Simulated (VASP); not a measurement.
A run of VASP 6.6.1 is set up as follows.

File INCAR:

```
SYSTEM = Sb
  PREC = Accurate
  ENCUT = 520
  EDIFF = 1E-6
  ISMEAR = -1
  SIGMA = 0.05
  LREAL = .False.
  LASPH = .True.
  NELM = 100
  ALGO = Normal
  ISIF = 2
  LWAVE = .False.
  LCHARG = .True.
  GGA = PE
  LELF = .True.
  LVHAR = .True.
  NBANDS = 8
```

File KPOINTS:

```
Automatic mesh
0
Gamma
  13 13 13
  0 0 0
```

POSCAR

```
Sb
1.0
    3.1600000000      0.0000000000      0.0000000000
    0.0000000000      3.1600000000      0.0000000000
    0.0000000000      0.0000000000      3.1600000000
Sb
1
Direct
    0.0000000000      0.0000000000      0.0000000000
```

Potentials or basis: VASP PAW PBE potentials, release 64 (Sb).

Launch:

```console
$ cat potpaw_PBE.64/Sb/POTCAR > POTCAR
$ mpirun -np 1 vasp_std > vasp.out
```

(1) Predict the band gap on the k mesh.

(2) Estimate the pressure.

## Answers

(1) none (metal or under the smearing width).

(2) -2.5 GPa.
